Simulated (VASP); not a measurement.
# BN (F-43m) in VASP: notebook, part 3 of 3

VASP 6.6.1. The steps go on from the part before.

### Step 6. Band structure, r2SCAN

INCAR

```
SYSTEM = BN
  PREC = Accurate
  ENCUT = 520
  EDIFF = 1E-6
  ISMEAR = 0
  SIGMA = 0.02
  LREAL = .FALSE.
  LASPH = .TRUE.
  NELM = 80
  ALGO = Normal
  ISIF = 2
  LWAVE = .FALSE.
  LCHARG = .FALSE.
  METAGGA = R2SCAN
  LMIXTAU = .TRUE.
```

KPOINTS

```
regular mesh
0
G
  12 12 12
  0 0 0
```

POSCAR

```
BN
1.0
    0.0000000000      1.8130010000      1.8130010000
    1.8130010000      0.0000000000      1.8130010000
    1.8130010000      1.8130010000      0.0000000000
N B
1 1
Direct
    0.2500000000      0.2500000000      0.2500000000
    0.0000000000      0.0000000000      0.0000000000
```

KPOINTS_OPT

```
path GXWKGLUWLK,UX
20
line-mode
reciprocal
 0.0000000000  0.0000000000  0.0000000000  G
 0.5000000000  0.0000000000  0.5000000000  X

 0.5000000000  0.0000000000  0.5000000000  X
 0.5000000000  0.2500000000  0.7500000000  W

 0.5000000000  0.2500000000  0.7500000000  W
 0.3750000000  0.3750000000  0.7500000000  K

 0.3750000000  0.3750000000  0.7500000000  K
 0.0000000000  0.0000000000  0.0000000000  G

 0.0000000000  0.0000000000  0.0000000000  G
 0.5000000000  0.5000000000  0.5000000000  L

 0.5000000000  0.5000000000  0.5000000000  L
 0.6250000000  0.2500000000  0.6250000000  U

 0.6250000000  0.2500000000  0.6250000000  U
 0.5000000000  0.2500000000  0.7500000000  W

 0.5000000000  0.2500000000  0.7500000000  W
 0.5000000000  0.5000000000  0.5000000000  L

 0.5000000000  0.5000000000  0.5000000000  L
 0.3750000000  0.3750000000  0.7500000000  K

 0.6250000000  0.2500000000  0.6250000000  U
 0.5000000000  0.0000000000  0.5000000000  X
```

Potentials or basis: VASP PAW PBE potentials, release 64 (N, B).

Started as:

```
$ cat potpaw_PBE.64/N/POTCAR potpaw_PBE.64/B/POTCAR > POTCAR
$ mpirun -np 1 vasp_std > vasp.out
```

OUTCAR:

```text
SYSTEM = BN
   PREC = Accurate
   ENCUT = 520
   EDIFF = 1E-6
   ISMEAR = 0
   LREAL = .FALSE.
   LASPH = .TRUE.
   NELM = 80
   ISIF = 2
   METAGGA = R2SCAN

 ion  position               nearest neighbor table
   1  0.250  0.250  0.250-   2 1.57   2 1.57   2 1.57   2 1.57
   2  0.000  0.000  0.000-   1 1.57   1 1.57   1 1.57   1 1.57

  LATTYP: Found a face centered cubic cell.
 ALAT       =     3.6260020000

  Lattice vectors:

 A1 = (   0.0000000000,   1.8130010000,   1.8130010000)
 A2 = (   1.8130010000,   0.0000000000,   1.8130010000)
 A3 = (   1.8130010000,   1.8130010000,   0.0000000000)

Analysis of symmetry for initial positions (statically):
=====================================================================
 Subroutine PRICEL returns:
 Original cell was already a primitive cell.

 Routine SETGRP: Setting up the symmetry group for a
 face centered cubic supercell.

 Subroutine GETGRP returns: Found 24 space group operations
 (whereof 24 operations were pure point group operations)
 out of a pool of 48 trial point group operations.

The static configuration has the point symmetry T_d .

Analysis of symmetry for dynamics (positions and initial velocities):
=====================================================================
 Subroutine PRICEL returns:
 Original cell was already a primitive cell.

 Routine SETGRP: Setting up the symmetry group for a
 face centered cubic supercell.

 Subroutine GETGRP returns: Found 24 space group operations
 (whereof 24 operations were pure point group operations)
 out of a pool of 48 trial point group operations.

The dynamic configuration has the point symmetry T_d .

 Subroutine INISYM returns: Found 24 space group operations
 (whereof 24 operations are pure point group operations),
 and found     1 'primitive' translations

----------------------------------------------------------------------------------------

                                     Primitive cell

  volume of cell :      11.9186

  direct lattice vectors                    reciprocal lattice vectors
     0.000000000  1.813001000  1.813001000    -0.275785838  0.275785838  0.275785838
     1.813001000  0.000000000  1.813001000     0.275785838 -0.275785838  0.275785838
     1.813001000  1.813001000  0.000000000     0.275785838  0.275785838 -0.275785838

  length of vectors
     2.563970603  2.563970603  2.563970603     0.477675083  0.477675083  0.477675083

  position of ions in fractional coordinates (direct lattice)
     0.250000000  0.250000000  0.250000000
     0.000000000  0.000000000  0.000000000

  ion indices of the primitive-cell ions
   primitive index   ion index
                 1           1
                 2           2

----------------------------------------------------------------------------------------

 KPOINTS: regular mesh

Automatic generation of k-mesh.
 Grid dimensions read from file:
 generate k-points for:   12   12   12

 Generating k-lattice:

  Cartesian coordinates                     Fractional coordinates (reciprocal lattice)
    -0.022982153  0.022982153  0.022982153     0.083333333  0.000000000  0.000000000
     0.022982153 -0.022982153  0.022982153     0.000000000  0.083333333  0.000000000
     0.022982153  0.022982153 -0.022982153     0.000000000  0.000000000  0.083333333

  Length of vectors
     0.039806257  0.039806257  0.039806257

  Shift w.r.t. Gamma in fractional coordinates (k-lattice)
     0.000000000  0.000000000  0.000000000

 Subroutine IBZKPT returns following result:
 ===========================================

 Found     72 irreducible k-points:

 Following reciprocal coordinates:
            Coordinates               Weight
  0.000000  0.000000  0.000000      1.000000
  0.083333  0.000000  0.000000      8.000000
  0.166667  0.000000  0.000000      8.000000
  0.250000  0.000000  0.000000      8.000000
  0.333333  0.000000  0.000000      8.000000
  0.416667  0.000000  0.000000      8.000000
[... 16 lines left out ...]
  0.500000  0.166667  0.000000     24.000000
 -0.416667  0.166667  0.000000     24.000000
 [... further k-points ...]
   k-points           NKPTS =     72   k-points in BZ     NKDIM =     72   number of bands    NBANDS=      8
   number of dos      NEDOS =    301   number of ions     NIONS =      2
   total plane-waves  NPLWV =   8000
   dimension x,y,z NGX =    20 NGY =   20 NGZ =   20
   dimension x,y,z NGXF=    40 NGYF=   40 NGZF=   40
   ions per type =               1   1
   NGX,Y,Z   is equivalent  to a cutoff of  12.97, 12.97, 12.97 a.u.
   NGXF,Y,Z  is equivalent  to a cutoff of  25.94, 25.94, 25.94 a.u.
 SYSTEM =  BN
   PREC   = accura    normal or accurate (medium, high low for compatibility)
   ISTART =      0    job   : 0-new  1-cont  2-samecut
   ICHARG =      2    charge: 1-file 2-atom 10-const
   ISPIN  =      1    spin polarized calculation?
   LNONCOLLINEAR =      F non collinear calculations
   LSORBIT =      F    spin-orbit coupling
   LASPH  =      T    aspherical Exc in radial PAW
   ENCUT  =  520.0 eV  38.22 Ry    6.18 a.u.   4.77  4.77  4.77*2*pi/ulx,y,z
   NELM   =     80;   NELMIN=  2; NELMDL= -5     # of ELM steps
   EDIFF  = 0.1E-05   stopping-criterion for ELM
   LREAL  =      F    real-space projection
   EDIFFG = 0.1E-04   stopping-criterion for IOM
   NSW    =      0    number of steps for IOM
   IBRION =     -1    ionic relax: 0-MD 1-quasi-New 2-CG
   NFREE  =      0    steps in history (QN), initial steepest desc. (CG)
   ISIF   =      2    stress and relaxation
   ISYM   =      2    0-nonsym 1-usesym 2-fastsym
   POTIM  = 0.5000    time-step for ionic-motion
   TEBEG  =    0.0;   TEEND  =   0.0 temperature during run
   PSTRESS=    0.0 pullay stress
   NELECT =       8.0000    total number of electrons
   NUPDOWN=      -1.0000    fix difference up-down
   EMIN   =  10.00;   EMAX   =-10.00  energy-range for DOS
   EFERMI =   0.00;   METHOD = LEGACY
   ISMEAR =     0;   SIGMA  =   0.02  broadening in eV -4-tet -1-fermi 0-gaus
   EFERMI_NEDOS =   21; number of points for ismear=-14 and -15
   IALGO  =     38    algorithm
   IMIX   =      4    mixing-type and parameters
     AMIX     =   0.40;   BMIX     =  1.00
     AMIX_MAG =   1.60;   BMIX_MAG =  1.00
  volume/ion in A,a.u.               =       5.96        40.22
  Fermi-wavevector in a.u.,A,eV,Ry     =   1.433387  2.708709 27.954506  2.054598
  Thomas-Fermi vector in A             =   2.552911
   LORBIT       =      0    0 simple, 1 ext, 2 COOP (PROOUT), +10 PAW based schemes
   METAGGA = R2SCAN    functional components
   LHFCALC =     F    Hartree Fock is set to
   AEXX    =    0.0000 exact exchange contribution
   IVDW    =     0    specifies the selected vdW correction
   LEPSILON=     F    determine dielectric tensor
   LRPA    =     F    only Hartree local field effects (RPA)
 non-spin polarized calculation
 Gauss-broadening in eV      SIGMA  =   0.02
  energy-cutoff  :      520.00
  volume of cell :       11.92
 maximum number of plane-waves:       332
   NGX =  9   NGY =  9   NGZ =  9

 number of electron       7.9999999 magnetization

 Free energy of the ion-electron system (eV)
  ---------------------------------------------------
  ext. energy  EPLUGINS =         0.00000000
  ---------------------------------------------------
  free energy    TOTEN  =       -19.17043978 eV

  energy without entropy =      -19.17043978  energy(sigma->0) =      -19.17043978

 E-fermi :   7.2854     XC(G=0): -13.5981

 val. band max:        7.1307663555   @ k =   0.0000   0.0000   0.0000
 cond. band min:      12.0954812002   @ k =   0.5000   0.5000   0.0000
 fundamental gap:      4.9647148447
 Fermi energy:         7.2854452671

 k-point     1 :       0.0000    0.0000    0.0000
  band No.  band energies     occupation
      1     -14.0550      2.00000
      2       7.1308      2.00000
      3       7.1308      2.00000
      4       7.1308      2.00000
      5      16.6123      0.00000
      6      16.6123      0.00000
      7      16.6123      0.00000
      8      18.0364      0.00000
[... 243 lines left out ...]
 k-point    24 :      -0.4167    0.1667    0.0000
  band No.  band energies     occupation
      1      -9.4294      2.00000
      2      -3.1585      2.00000
      3       2.8635      2.00000
      4       4.4902      2.00000
      5      17.0845      0.00000
      6      20.0275      0.00000
      7      20.1677      0.00000
      8      23.8256      0.00000

 [... further k-points ...]

------------------------ aborting loop because EDIFF is reached ----------------------------------------

  FORCE on cell =-STRESS in cart. coord.  units (eV):
  Direction    XX          YY          ZZ          XY          YZ          ZX
  --------------------------------------------------------------------------------------
  -------------------------------------------------------------------------------------
  Total       -0.3045875     -0.3045875     -0.3045875     -0.0000000      0.0000000     -0.0000000
  in kB      -40.9447768    -40.9447768    -40.9447768     -0.0000000      0.0000000     -0.0000000
  external PRESSURE =     -40.9447768 kB  Pullay stress =       0.0000000 kB

 VOLUME and BASIS-vectors are now :
 -----------------------------------------------------------------------------
  energy-cutoff  :      520.00
  volume of cell :       11.92
      direct lattice vectors                 reciprocal lattice vectors
     0.000000000  1.813001000  1.813001000    -0.275785838  0.275785838  0.275785838
     1.813001000  0.000000000  1.813001000     0.275785838 -0.275785838  0.275785838
     1.813001000  1.813001000  0.000000000     0.275785838  0.275785838 -0.275785838

 POSITION                                       TOTAL-FORCE (eV/Angst)
 -----------------------------------------------------------------------------------
      0.90650      0.90650      0.90650         0.000000     -0.000000     -0.000000
      0.00000      0.00000      0.00000        -0.000000      0.000000      0.000000
 -----------------------------------------------------------------------------------
    total drift:                                0.000000      0.000000      0.000000

  FREE ENERGIE OF THE ION-ELECTRON SYSTEM (eV)
  ---------------------------------------------------
  free  energy   TOTEN  =       -19.1704397847 eV

  energy  without entropy=      -19.1704397847  energy(sigma->0) =      -19.17043978
```

Wall time 46 s (1 thread of Intel Xeon Platinum 8488C (Sapphire Rapids), shared host); peak memory 0.13 GiB.

Results:

* Free energy: -19.1704 eV
* Pressure: -4.1 GPa
* Band gap on the k mesh: 4.96 eV, indirect (least direct gap 9.48 eV)
* Band gap along the path: 4.96 eV, indirect (least direct gap 9.48 eV)

Levels at the corners of the path, in eV from the valence-band top:
| point | band 1 | band 2 | band 3 | band 4 | band 5 | band 6 | band 7 | band 8 |
| --- | --- | --- | --- | --- | --- | --- | --- | --- |
| Γ | -21.19 | 0.00 | 0.00 | 0.00 | 9.48 | 9.48 | 9.48 | 10.91 |
| X | -15.53 | -9.26 | -5.05 | -5.05 | 4.96 | 9.76 | 19.11 | 19.11 |
| X | -15.53 | -9.26 | -5.05 | -5.05 | 4.96 | 9.76 | 19.11 | 19.11 |
| W | -15.24 | -7.93 | -7.14 | -6.62 | 10.29 | 14.14 | 15.40 | 15.41 |
| W | -15.24 | -7.93 | -7.14 | -6.62 | 10.29 | 14.14 | 15.40 | 15.41 |
| K | -15.46 | -8.46 | -7.83 | -4.20 | 7.47 | 13.59 | 16.85 | 17.75 |
| K | -15.46 | -8.46 | -7.83 | -4.20 | 7.47 | 13.59 | 16.85 | 17.75 |
| Γ | -21.19 | 0.00 | 0.00 | 0.00 | 9.48 | 9.48 | 9.48 | 10.91 |
| Γ | -21.19 | 0.00 | 0.00 | 0.00 | 9.48 | 9.48 | 9.48 | 10.91 |
| L | -16.93 | -11.00 | -2.00 | -2.00 | 10.66 | 11.42 | 11.42 | 16.30 |
| L | -16.93 | -11.00 | -2.00 | -2.00 | 10.66 | 11.42 | 11.42 | 16.30 |
| U | -15.46 | -8.46 | -7.83 | -4.20 | 7.47 | 13.59 | 16.85 | 17.75 |
| U | -15.46 | -8.46 | -7.83 | -4.20 | 7.47 | 13.59 | 16.85 | 17.75 |
| W | -15.24 | -7.93 | -7.14 | -6.62 | 10.29 | 14.14 | 15.40 | 15.41 |
| W | -15.24 | -7.93 | -7.14 | -6.62 | 10.29 | 14.14 | 15.40 | 15.41 |
| L | -16.93 | -11.00 | -2.00 | -2.00 | 10.66 | 11.42 | 11.42 | 16.30 |
| L | -16.93 | -11.00 | -2.00 | -2.00 | 10.66 | 11.42 | 11.42 | 16.30 |
| K | -15.46 | -8.46 | -7.83 | -4.20 | 7.47 | 13.59 | 16.85 | 17.75 |
| U | -15.46 | -8.46 | -7.83 | -4.20 | 7.47 | 13.59 | 16.85 | 17.75 |
| X | -15.53 | -9.26 | -5.05 | -5.05 | 4.96 | 9.76 | 19.11 | 19.11 |

Caveat: the PAW data sets were made with another functional, which shifts forces and pressure a little.

### Step 7. The runs side by side

```csv
task,level,potentials or basis,cutoff (eV),further INCAR settings,gap on the mesh (eV)
band structure,TB-mBJ,"VASP PAW PBE potentials, release 64 (N, B)",520,ALGO = Normal; EDIFF = 1e-06,5.79
band structure,PBE,"VASP PAW PBE potentials, release 64 (N_GW, B_GW)",450,ALGO = Fast; EDIFF = 1e-06,4.45
dielectric tensor,PBE,"VASP PAW PBE potentials, release 64 (N, B)",520,ALGO = Fast; EDIFF = 1e-08,4.45
band structure,r2SCAN,"VASP PAW PBE potentials, release 64 (N, B)",520,ALGO = Normal; EDIFF = 1e-06,4.96
```

Alike in all rows: no spin polarisation; cell as given; k mesh 12 × 12 × 12; smearing gaussian 0.02 eV.

Caveats: the PAW data sets were made with another functional, which shifts forces and pressure a little (some runs); the cutoff is under 1.25 times the usual one of these potentials, so pressure, stress and relaxed cells hold a basis-set (Pulay) error (some runs).

Absolute energies hang on the potentials; compare differences alone.

### Step 8. How close it comes

Step 2. Against the measured gap of BN, 6.4 eV (indirect; 300 K; a printed reference work, monograph), the calculated 5.79 eV is off by -0.61 eV. The value is that of TB-mBJ, without temperature or zero-point motion. The cell is a database's relaxed one, not the measured one, which moves gaps too.

Step 4. Measured gap of BN: 6.4 eV (indirect; 300 K; a printed reference work, monograph). This calculation gives 4.45 eV (-1.95 eV). The value is that of PBE, without temperature or zero-point motion. Semilocal functionals fall short of measured gaps as a rule. The cell is a database's relaxed one, not the measured one, which moves gaps too.

Step 5. A measured gap of BN is 6.4 eV (indirect; 300 K; a printed reference work, monograph); the calculated 4.45 eV misses it by -1.95 eV. The value is that of PBE on a finite k mesh, which can miss the band edges, without temperature or zero-point motion. Semilocal functionals fall short of measured gaps as a rule. The cell is a database's relaxed one, not the measured one, which moves gaps too.

Step 6. A measured gap of BN is 6.4 eV (indirect; 300 K; a printed reference work, monograph); the calculated 4.96 eV misses it by -1.44 eV. The value is that of r2SCAN, without temperature or zero-point motion. The cell is a database's relaxed one, not the measured one, which moves gaps too.
